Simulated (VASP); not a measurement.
Write the native input for VASP 6.6.1 that does the following.

```
Task                   : relaxation of cell and atoms
Functional             : PBEsol
Potentials or basis    : VASP PAW PBE potentials, release 64 (Sr_sv, Ti_sv, O)
Cutoff                 : 600 eV
k mesh                 : 8 × 8 × 8
Occupations            : gaussian, width 0.03 eV
Spin                   : no spin polarisation
Further INCAR settings : ALGO = Normal; EDIFF = 1e-07; IBRION = 2; EDIFFG = -0.005; NSW = 90; ISIF = 3
```

The structure of SrTiO3 (Tausonite) lies in POSCAR:

```
SrTiO3                                  
1.0
    3.8947475959      0.0000000000      0.0000000000
    0.0000000000      3.8947475959      0.0000000000
   -0.0000000000      0.0000000000      3.8947475959
  Sr              Ti              O             
     1     1     3
Direct
     0.5000000000000000    0.5000000000000000    0.5000000000000000
     0.0000000000000000    0.0000000000000000    0.0000000000000000
     0.5000000000000000    0.0000000000000000    0.0000000000000000
     0.0000000000000000    0.5000000000000000    0.0000000000000000
     0.0000000000000000    0.0000000000000000    0.5000000000000000
```

The input as run:

INCAR

```
SYSTEM = SrTiO3
ALGO = Normal
EDIFF = 1E-7
EDIFFG = -0.005
ENCUT = 600
GGA = PS
IBRION = 2
ISIF = 3
ISMEAR = 0
KPAR = 2
LASPH = .TRUE.
LCHARG = .FALSE.
LREAL = .FALSE.
LWAVE = .FALSE.
NELM = 80
NSW = 90
PREC = Accurate
SIGMA = 0.03
```

KPOINTS

```
k-points
0
G
  8 8 8
  0 0 0
```

Potentials or basis: VASP PAW PBE potentials, release 64 (Sr_sv, Ti_sv, O).

Command:

```bash
$ cat potpaw_PBE.64/Sr_sv/POTCAR potpaw_PBE.64/Ti_sv/POTCAR potpaw_PBE.64/O/POTCAR > POTCAR
$ mpirun -np 2 vasp_std > vasp.out
```

It gave:

```json
{
  "Pressure after relaxing": "0.0 GPa",
  "Band gap on the k mesh": "1.82 eV, indirect (least direct gap 2.17 eV)"
}
```

Caveat: the relaxation stopped at its first step, so nothing moved; the PAW data sets were made with another functional, which shifts forces and pressure a little.

It took 21 s on 2 MPI ranks on AMD EPYC 9R45 (Zen 5) (shared host), peak memory 0.19 GiB a rank.
